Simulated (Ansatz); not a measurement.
# Where N_i (6-fold void) puts its levels in the gap of AlN (P6_3mc)

Charge states of N_i (6-fold void) in AlN (P6_3mc), set against the band edges. Model: a cell of 72 host atoms with 1 N put in.

Program: Ansatz 0.2.0. Level of theory: place-levels on r2SCAN runs: charge-transition levels and formation energies with image-charge correction and potential alignment at the atomic sites; PAW set soft_1. Results are calculated unless marked as measured.

Most raw output is cut from this account.

**1. Set-up**

The cell holds 73 atoms: 36 Al and 37 N. Cell: a = 9.320 Å, b = 9.320 Å, c = 9.956 Å, α = 90.0°, β = 90.0°, γ = 120.0°. It derives from AlN (space group P6_3mc). Nearest the centre at fractional (0.768, 0.717, 0.095): N73 at 0.00 Å, N71 at 1.82 Å, Al65 at 1.82 Å, Al62 at 1.82 Å, N60 at 1.82 Å, Al70 at 1.82 Å, N68 at 1.82 Å, N39 at 2.78 Å.

As a file:

The host's dielectric constants go in as inputs: (4.49, 4.49, 4.72) for the electrons alone, (8.15, 8.15, 9.65) with the ions, computed on the host (DFPT, PBEsol, on the r2SCAN cell), and a cell off the functional's own equilibrium shifts the ionic part.

The cell's shortest repeat is 9.3 Å.

**2. What was run first**

Levels follow from differences of total energies between charge states, each relaxed by itself.

Each atom starts 0.05 Å or so off its site in a random direction: a symmetric start keeps its symmetry, and would miss off-centre moves and Jahn–Teller distortions. Forces are taken at one point at (¼, ¼, ¼). The cell holds 3 electrons more than the neutral one, with a uniform background that keeps it neutral on the whole.

The sampling was tested on the host first: at the k-points planned (1x1x1 shifted 0.25 0.25 0.25) its energy lies -0.014 eV an atom from the dense-mesh value, under the bound of 0.02 eV set for this test; that bounds the host's error, not the defect's.

One state's input; the others differ in charge, spin, start and seed, and in occupations where the table says so.

qm3.relax/input.yaml

```yaml
crystal:
  lattice:
    - [3.10652185, 3.0e-08, 0.0]
    - [-1.55326095, 2.69032682, 0.0]
    - [0.0, 0.0, 4.97823886]
  atoms:
    - { symbol: Al, position: [0.66666667, 0.33333333, 0.49920333] }
    - { symbol: Al, position: [0.33333333, 0.66666667, 0.99920333] }
    - { symbol: "N", position: [0.66666667, 0.33333333, 0.88079667] }
    - { symbol: "N", position: [0.33333333, 0.66666667, 0.38079667] }
  supercell: [3, 3, 2]
  defects:
    - { interstitial: { symbol: "N", position: [0.768304, 0.717485, 0.095] } }
total_charge: -3
basis:
  ecutwfc: 500
  xc_grid: 2
hamiltonian:
  xc: r2scan
  pseudopotentials: { kind: paw, azcp: { folder: soft_1 } }
kpoints:
  mp_grid: { grid: [1, 1, 1], shift: [0.25, 0.25, 0.25] }
scf:
  occupations: { method: fixed }
  max_iter: 80
output:
  forces: true
  charged_corrections: { epsilon: [4.49, 4.49, 4.72], static_epsilon: [8.15, 8.15, 9.65] }
relax:
  f_tol: 0.02
  max_steps: 80
  random_displacement: { amplitude: 0.05, seed: 4077 }
checkpoint:
  write: "../qm3.relax.run"
  compress: false
  write_wavefunctions: true
  write_every: 100000
```

On the command line:

```console
$ ansatz run input.yaml --threads 4 --pin off --max-ram 15073MiB --backend cpu --events-out ev --progress --plain --runs-dir out
```

The relaxed structure is kept and the sampling changed to a 2×2×2 shifted mesh.

The run of this state that the levels use, under r2SCAN:

qm3.point/input.yaml

```yaml
crystal:
  checkpoint: "../qm3.relax.run"
  host: checkpoint
total_charge: -3
basis:
  ecutwfc: 500
  xc_grid: 2
hamiltonian:
  xc: r2scan
  pseudopotentials: { kind: paw, azcp: { folder: soft_1 } }
kpoints:
  mp_grid: { grid: [2, 2, 2], shift: [0.5, 0.5, 0.5] }
scf:
  occupations: { method: fermi_dirac, width: 0.01 }
  max_iter: 80
output:
  forces: true
  eigenvalues: true
  charged_corrections:
    epsilon: [4.49, 4.49, 4.72]
    static_epsilon: [8.15, 8.15, 9.65]
    defect_position: [0.768304, 0.717485, 0.095]
  eigenstates: { localisation: true }
  populations: true
checkpoint:
  read: "../qm3.relax.run"
  write: "../qm3.point.run"
  compress: false
  write_wavefunctions: false
  write_every: 100000
```

Relaxations under r2SCAN at one point at (¼, ¼, ¼); times on 4 threads of Arm Neoverse V1, shared host:

```csv
charge,moment (μB),occupations,outcome,steps,largest displacement against the far atoms (Å),time
−3,0,fixed,converged,8,0.83,2 min
−3,2,fixed,converged,14,0.59,6.8 min
−2,1,fixed,converged,11,0.59,5.2 min
−1,0,fixed,converged,11,1.11,2.3 min
−1,2,fixed,converged,27,0.84,12 min
0,1,fixed,converged,15,1.17,7.1 min
+1,0,fixed,converged,22,1.25,4.7 min
+1,2,fixed,converged,12,1.23,5.8 min
```

Single points under r2SCAN at a 2×2×2 shifted mesh; times on 4 threads of Arm Neoverse V1, shared host:

```csv
charge,moment (μB),occupations,outcome,time
−3,0,fermi-dirac,converged,79 s
−3,2,fermi-dirac,converged,3 min
−2,1,fermi-dirac,converged,3.2 min
−1,0,fermi-dirac,converged,83 s
−1,2,fermi-dirac,converged,3.5 min
0,1,fermi-dirac,converged,3.1 min
+1,0,fermi-dirac,converged,84 s
+1,2,fermi-dirac,converged,3 min
```

Distances (Å) from N73 to the nearest atoms after relaxation with r2SCAN:

```csv
charge,moment (μB),1.,2.,3.,4.,5.,6.
−3,0,Al 1.90,Al 1.90,Al 1.90,Al 2.06,Al 2.06,Al 2.07
−3,2,Al 1.80,Al 1.80,Al 1.93,Al 2.04,N 2.24,N 2.32
−2,1,Al 1.80,Al 1.80,Al 1.93,Al 2.04,N 2.23,N 2.32
−1,0,N 1.50,Al 1.75,Al 1.98,Al 1.98,Al 2.03,N 2.44
−1,2,Al 1.85,Al 1.89,Al 1.89,N 2.25,N 2.25,N 2.33
0,1,N 1.38,Al 1.84,Al 1.85,Al 2.11,Al 2.34,N 2.63
+1,0,N 1.28,Al 1.86,Al 1.86,Al 2.55,N 2.68,Al 2.69
+1,2,N 1.28,Al 1.87,Al 1.87,Al 2.54,Al 2.72,N 2.74
```

**3. Placing the levels, r2SCAN**

A charged cell interacts with its images and the background, and its potential has another zero than the host's. place-levels removes the first by a point-charge model, screened by the static dielectric constant since the ions have relaxed around the charge, and the second by comparing potentials at atoms far from the defect.

The host is a run of the defect-free crystal in the same cutoffs, grids and k-points, so that basis and sampling errors cancel in part in the differences. The host is run in a cell of 8 atoms on a matching mesh. Its band edges are searched through the zone by a band path, so the gap is smaller than, or equal to, that on the mesh. Chemical potentials are energies per atom of N (N2 molecule), run with the same functional and cutoff.

levels.point.yaml

```yaml
host:
  run: host.point.run
states: [qm3.point.run, qm3_M2.point.run, qm2_M1.point.run, qm1.point.run, qm1_M2.point.run, q0_M1.point.run, qp1.point.run, qp1_M2.point.run]
geometry_from:
  qm3.point.run: qm3.relax.run
  qm3_M2.point.run: qm3_M2.relax.run
  qm2_M1.point.run: qm2_M1.relax.run
  qm1.point.run: qm1.relax.run
  qm1_M2.point.run: qm1_M2.relax.run
  q0_M1.point.run: q0_M1.relax.run
  qp1.point.run: qp1.relax.run
  qp1_M2.point.run: qp1_M2.relax.run
  host.point.run: host.relax.run
chemical_potentials:
  "N":
    energy: -384.814403
    dataset: "<sha256 of the dataset>"
epsilon: [4.49, 4.49, 4.72]
static_epsilon: [8.15, 8.15, 9.65]
vertical:
  - { from: qm3.point.run, to: qm3.point_neutral.run }
  - { from: qm3_M2.point.run, to: qm3_M2.point_neutral.run }
  - { from: qm2_M1.point.run, to: qm2_M1.point_neutral.run }
  - { from: qm1.point.run, to: qm1.point_neutral.run }
  - { from: qm1_M2.point.run, to: qm1_M2.point_neutral.run }
  - { from: qp1.point.run, to: qp1.point_neutral.run }
  - { from: qp1_M2.point.run, to: qp1_M2.point_neutral.run }
```

On the command line:

```console
$ ansatz place-levels levels.point.yaml -- --threads 4 --pin off --max-ram 15073MiB
```

The job ended after 1.1 s (4 threads of Arm Neoverse V1, shared host).

Levels between the charges placed, in eV above the valence top:

```csv
,gap (eV),(+1/0),(0/−1),(−1/−2),(−2/−3)
r2SCAN,4.88,1.60,2.13,5.79,3.58
```

Corrections by state:

```csv
charge,moment (μB),image terms and alignment (eV),band filling (eV),ε used,"over the lowest of its charge, as the program ranks them, band filling apart (eV)"
+1,2.0,0.386,-,"principal values (8.15, 8.15, 9.65)",0.000
0,1.0,0.000,-,-,0.000
−1,0.0,0.125,-,"principal values (8.15, 8.15, 9.65)",0.000
−2,1.0,0.735,-,"principal values (8.15, 8.15, 9.65)",0.000
−3,0.0,1.827,-,"principal values (8.15, 8.15, 9.65)",0.000
+1,0.0,0.375,-,"principal values (8.15, 8.15, 9.65)",0.878
−1,2.0,0.121,-,"principal values (8.15, 8.15, 9.65)",2.852
−3,2.0,1.491,-,"principal values (8.15, 8.15, 9.65)",2.701
```

The charged structures listed were also run neutral, and place-levels reads from each pair, by the potential or the spins, how wide the charge is by which they differ; that can be the carrier of either run.

```csv
charge,rms radius (Å),spread where it is widest against the cell (Å),wide from (Å),reading
+1,0.9,0.82,1.40,narrow
−1,1.5,1.05,1.72,narrow
−2,2.4,1.44,1.40,wide
−3,1.6,1.14,1.40,narrow
```

The neutral runs of these pairs need not share the spin of the lowest neutral state, and very wide values only mean spread over the cell.

From the program's caveats on the states, each cut to its opening words:

- charge +1 (2 μB), 0 (1 μB), −2 (1 μB), −1 (2 μB), −3 (2 μB): flagged: stability check not made
- charge −2 (1 μB): it parts from the run at its places by a charge that spreads by about 1.4 Å along one vector (1.4 Å or more is wide), by its potential at epsilon [4.49, 4.49, [...]
- charge −2 (1 μB): its displacements don't fall off away from the defect: farther atoms stand 0.038 Å off the host's places
- charge −3: it parts from the run that its charge is read beside by 3 carriers, of which the mean alone is read, by the spins about the atoms: that is narrow, but one of [...]
- charge −3: its alignment with the host at atomic sites is doubtful: the mean over the far sites moves by +0.0968 eV from their farther parts to their nearer, more than [...]
- charge −3: its displacements don't fall off away from the defect: farther atoms stand 0.049 Å off the host's places
- charge −1 (2 μB): its displacements don't fall off away from the defect: farther atoms stand 0.024 Å off the host's places
- charge −3 (2 μB): it parts from the run at its places by a charge that spreads by about 2.1 Å along one vector (1.4 Å or more is wide), by its potential at epsilon [4.49, 4.49, [...]
- charge −3 (2 μB): its alignment with the host at atomic sites is doubtful: the mean over the far sites moves by -0.0623 eV from their farther parts to their nearer, more than [...]
- charge −3 (2 μB): the far atoms show a dipole or second moment of the defect's charge, for which the correction takes or leaves out 0.056 eV: further moments aren't read, and [...]
- charge −3 (2 μB): its displacements don't fall off away from the defect: farther atoms stand 0.058 Å off the host's places
- charge −3 (2 μB): its moments are held at its close (magnetization.spin_locking), by a field of 0.516 eV a Bohr magneton, and its energy and levels are of the state that this [...]

The host's formation energy from the elements is -1.627 eV per atom; it sets how far the chemical potentials can move.

Limit set by the element alone; other compounds of these elements are not counted. Chemical potentials from the elements' reference states: Al 0.00 eV, N -3.25 eV. Formation energy by charge state (Al-rich; gap 4.88 eV):

```csv
charge,at valence top (eV),at conduction bottom (eV),correction included (eV)
+1,6.59,11.46,0.39
0,8.18,8.18,0.00
−1,10.31,5.44,0.12
−2,16.11,6.35,0.74
−3,19.68,5.05,1.83
```

| Fermi level (eV) | lowest formation energy (eV) |
| --- | --- |
| 0.00 | 6.59 |
| 0.44 | 7.03 |
| 0.89 | 7.47 |
| 1.33 | 7.91 |
| 1.77 | 8.18 |
| 2.22 | 8.10 |
| 2.66 | 7.65 |
| 3.11 | 7.21 |
| 3.55 | 6.76 |
| 3.99 | 6.32 |
| 4.43 | 5.88 |
| 4.88 | 5.05 |

Limit set by the element alone; other compounds of these elements are not counted. Chemical potentials from the elements' reference states: N 0.00 eV, Al -3.25 eV. Formation energy by charge state (N-rich; gap 4.88 eV):

```csv
charge,at valence top (eV),at conduction bottom (eV),correction included (eV)
+1,3.33,8.21,0.39
0,4.93,4.93,0.00
−1,7.06,2.18,0.12
−2,12.85,3.10,0.74
−3,16.43,1.80,1.83
```

(Fermi level (eV), lowest formation energy (eV)): (0.00, 3.33), (0.44, 3.77), (0.89, 4.22), (1.33, 4.66), (1.77, 4.93), (2.22, 4.84), (2.66, 4.40), (3.11, 3.95), (3.55, 3.51), (3.99, 3.07), (4.43, 2.62), (4.88, 1.80)

**4. The same at the relaxations' own k-points**

The relaxations' own energies give the levels at their sampling, for comparison.

levels.relax_mesh.yaml

```yaml
host:
  run: host.relax.run
states: [qm3.relax.run, qm3_M2.relax.run, qm2_M1.relax.run, qm1.relax.run, qm1_M2.relax.run, q0_M1.relax.run, qp1.relax.run, qp1_M2.relax.run]
chemical_potentials:
  "N":
    energy: -384.814403
    dataset: "<sha256 of the dataset>"
```

On the command line:

```console
$ ansatz place-levels levels.relax_mesh.yaml -- --threads 4 --pin off --max-ram 15073MiB
```

Wall time 0.27 s (4 threads).

Levels between neighbouring charges, in eV above the valence top:

```csv
,gap (eV),(+1/0),(0/−1),(−1/−2),(−2/−3)
"one point at (¼, ¼, ¼)",4.89,1.64,2.13,5.80,3.63
a 2×2×2 shifted mesh,4.88,1.60,2.13,5.79,3.58
```

Going from one point at (¼, ¼, ¼) to a 2×2×2 shifted mesh moves the levels that carry no band-filling term by up to 0.05 eV and formation energies against the elements by up to 0.13 eV.

**5. place-levels, PBEsol**

PBEsol on the same structure is run to see how far the result rests on the functional, though not on the errors that semilocal functionals share; the sampling changes too, to one point at (¼, ¼, ¼), so differences hold both changes.

qm3.pbesol/input.yaml

```yaml
crystal:
  checkpoint: "../qm3.relax.run"
  host: checkpoint
total_charge: -3
basis:
  ecutwfc: 420
  xc_grid: 2
hamiltonian:
  xc: pbesol
  pseudopotentials: { kind: paw, azcp: { folder: soft_1 }, xc_functional: pbe }
kpoints:
  mp_grid: { grid: [1, 1, 1], shift: [0.25, 0.25, 0.25] }
scf:
  occupations: { method: fermi_dirac, width: 0.01 }
  max_iter: 80
output:
  forces: true
  eigenvalues: true
  charged_corrections:
    epsilon: [4.49, 4.49, 4.72]
    static_epsilon: [8.15, 8.15, 9.65]
    defect_position: [0.768304, 0.717485, 0.095]
  eigenstates: { localisation: true }
  populations: true
checkpoint:
  write: "../qm3.pbesol.run"
  compress: false
  write_wavefunctions: false
  write_every: 100000
```

It took 14 s on 4 threads; peak memory 1.2 GiB.

levels.pbesol.yaml

```yaml
host:
  run: host.pbesol.run
  levels_from: { run: edges.pbesol.run }
states: [qm3.pbesol.run, qm3_M2.pbesol.run, qm2_M1.pbesol.run, qm1.pbesol.run, qm1_M2.pbesol.run, q0_M1.pbesol.run, qp1.pbesol.run, qp1_M2.pbesol.run]
geometry_from:
  qm3.pbesol.run: qm3.relax.run
  qm3_M2.pbesol.run: qm3_M2.relax.run
  qm2_M1.pbesol.run: qm2_M1.relax.run
  qm1.pbesol.run: qm1.relax.run
  qm1_M2.pbesol.run: qm1_M2.relax.run
  q0_M1.pbesol.run: q0_M1.relax.run
  qp1.pbesol.run: qp1.relax.run
  qp1_M2.pbesol.run: qp1_M2.relax.run
  host.pbesol.run: host.relax.run
chemical_potentials:
  "N":
    energy: -378.476431
    dataset: "<sha256 of the dataset>"
```

On the command line:

```console
$ ansatz place-levels levels.pbesol.yaml -- --threads 4 --pin off --max-ram 15073MiB
```

Elapsed: 0.05 s, on 4 threads.

The input was rejected at the start.

The program's message: “Error: geometry_from (host.relax.run): name the neutral relaxation on whose last places the host stands, to 0.0002 Å”

**6. Another choice**

The levels are placed again with one choice changed, to see how much they rest on it.

levels.try0.yaml is levels.point.yaml with these lines changed:

```diff
-epsilon: [4.49, 4.49, 4.72]
-static_epsilon: [8.15, 8.15, 9.65]
+epsilon: 500.0
+static_epsilon: 500.0
```

On the command line:

```console
$ ansatz place-levels levels.try0.yaml -- --threads 4 --pin off --max-ram 15073MiB
```

The change: a very large dielectric constant, which removes the point-charge term and changes the alignment.

Levels in eV above the valence top; the changed ones are not the defect's:

```csv
,gap (eV),(+1/0),(0/−1),(−1/−2),(−2/−3)
changed,4.88,1.76,1.96,5.30,2.75
as set up,4.88,1.60,2.13,5.79,3.58
```

The largest shift is 0.83 eV.

**7. Results**

```
gap of the host                                                          : 4.88 eV (r2SCAN)
level (plus 1/0)                                                         : 1.60 eV above the valence top
level (0/minus 1)                                                        : 2.13 eV above the valence top
level (minus 1/minus 2)                                                  : 5.79 eV above the valence top, past the conduction bottom, not a change between lowest states
level (minus 2/minus 3)                                                  : 3.58 eV above the valence top, not a change between lowest states
level (minus 1/minus 3)                                                  : 4.69 eV above the valence top
lowest of the charges placed, just above the valence top (0.02 eV)       : +1
lowest of the charges placed, just below the conduction bottom (0.02 eV) : −3
lowest formation energy at mid-gap of the charges run, Al-rich           : 7.87 eV
lowest formation energy at mid-gap of the charges run, N-rich            : 4.62 eV
```

In words: Of the charges placed (−3, −2, −1, 0 and +1), the lowest changes at 1.60 eV (+1/0), 2.13 eV (0/−1) and 4.69 eV (−1/−3) above the valence top, in a gap of 4.88 eV. (−1/−3) lies nearer to a band edge than the share of the finite-size correction in it (0.85 eV), and that correction holds for a localised charge alone. (−1/−3) passes over charge −2, which lies 1.11 eV above the two there; a lower structure or spin state of it, if missed, would change that. Charges above +1 and below −3 were not placed, so these runs say nothing of levels that involve them. States placed: +1 at 2 μB and 0 μB; 0 at 1 μB; −1 at 0 μB and 2 μB; −2 at 1 μB; −3 at 0 μB and 2 μB. Other spin states or structures, where not listed, weren't placed. Corrections reach 1.8 eV, so the cell is small for these charges and their levels are rough. At charge −3, −1, 0 and +1 the atom put in ends up to 1.2 Å from its starting place, so the name tells the start alone and the levels can join different sites. Going from one point at (¼, ¼, ¼) to a 2×2×2 shifted mesh moves the levels that carry no band-filling term by up to 0.05 eV and formation energies against the elements by up to 0.13 eV. The program doubts the alignment of potentials for at least one state, a sign that the cell is small. What this leaves open: r2SCAN makes the gap too small and tends to spread out bound carriers; where a gas molecule sets a chemical potential or the host's formation energy, its binding is uncorrected; force components of up to 0.14 eV/Å remain in a run at the final settings.

[Logs are printed without paths, hosts, clocks, repeated set-up lines and the standing remarks that a program may print on its own settings, such as how far it seeks lower states.]

[Hosts, paths, dates, database ids (printed as entryN), source tags and the programs' standing remarks are cut or masked in the printed files.]

[Where a table of states has a column of steps, it counts the stored structures, which are thinned; the runs took as many ionic steps or more.]

[A defect's name tells the site on which it was built; relaxed atoms can leave that site.]

[For some hosts the program warned that the k-mesh of the response run may be too coarse for force constants and the static dielectric constant; such warnings are not shown here.]
